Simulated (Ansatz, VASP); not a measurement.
# Two plane-wave programs on Cu

Contents of POSCAR:

```
Cu
1.0
    2.5341000000      0.0000000000      0.0000000000
   -1.2670500000      2.1945900000      0.0000000000
    0.0000000000      0.0000000000      4.1125700000
Cu
2
Direct
    0.3362200000      0.6752000000      0.2534600000
    0.6630100000      0.3389500000      0.7416300000
```

Contents of INCAR.step1:

```
SYSTEM = Cu
ALGO = Normal ; EDIFF = 1E-4
ENCUT = 520 ; GGA = PE
ISMEAR = 1 ; LASPH = .TRUE.
LCHARG = .FALSE. ; LREAL = .FALSE.
LWAVE = .TRUE. ; NBANDS = 18
NELM = 100 ; PREC = Accurate
SIGMA = 0.02
```

The input INCAR.step2:

```
SYSTEM = Cu
ALGO = Normal ; EDIFF = 1E-6
ENCUT = 520 ; ISIF = 2
ISMEAR = 1 ; ISTART = 1
LASPH = .TRUE. ; LCHARG = .TRUE.
LELF = .TRUE. ; LMIXTAU = .TRUE.
LREAL = .FALSE. ; LVHAR = .TRUE.
LWAVE = .FALSE. ; METAGGA = R2SCAN
NBANDS = 18 ; NELM = 100
PREC = Accurate ; SIGMA = 0.02
```

File KPOINTS:

```
k-points
0
G
  6 6 3
  0 0 0
```

Input for Ansatz:

```yaml
crystal:
  lattice:
    - [2.5341, 0.0, 0.0]
    - [-1.26705, 2.19459, 0.0]
    - [0.0, 0.0, 4.11257]
  atoms:
    - { symbol: Cu, position: [0.33622, 0.6752, 0.25346] }
    - { symbol: Cu, position: [0.66301, 0.33895, 0.74163] }
kpoints:
  mp_grid:
    grid: [6, 6, 3]
hamiltonian:
  xc: r2scan
scf:
  convergence:
    dr2_threshold: 1.0e-09
  occupations:
    method: methfessel_paxton
    width: 0.02
output:
  forces: true
  stress: true
  eigenvalues: true
```

This isn't the form of Cu at room conditions, which is fcc.

Alike in both runs: task single point; functional r2SCAN; k mesh 6 × 6 × 3; occupations methfessel-paxton of order 1, width 0.02 eV; no spin polarisation.

|  | VASP | Ansatz |
| --- | --- | --- |
| version | VASP 6.6.1 | Ansatz 0.2.0 |
| potentials or method | VASP PAW PBE potentials, release 64 (Cu) | plane waves, PAW |
| plane-wave cutoff (eV) | 520 | 500 |
| valence electrons in the cell | 22 | 38 |

Ansatz gave:

```
gap on the k mesh at the Fermi level (eV)       : none
pressure (GPa)                                  : 0.9
largest component of the traceless stress (GPa) : 1.19
rms of the force components (eV/Å)              : 0.224
```

Which values does VASP return?

gap on the k mesh at the Fermi level (eV): none; pressure (GPa): 1.6; largest component of the traceless stress (GPa): 1.14; rms of the force components (eV/Å): 0.226.

Atom by atom the forces differ by 0.001 eV/Å (rms over components). A gap of «none» marks a metal or a gap that the smearing closes. The two sets of potentials don't hold the same shells in valence. Ansatz warned: «stress_scf_threshold_loose».

Caveats: the k mesh is coarse (spacing up to 0.51 Å⁻¹), so the values aren't converged; the PAW data sets were made with another functional, which shifts forces and pressure a little (VASP).
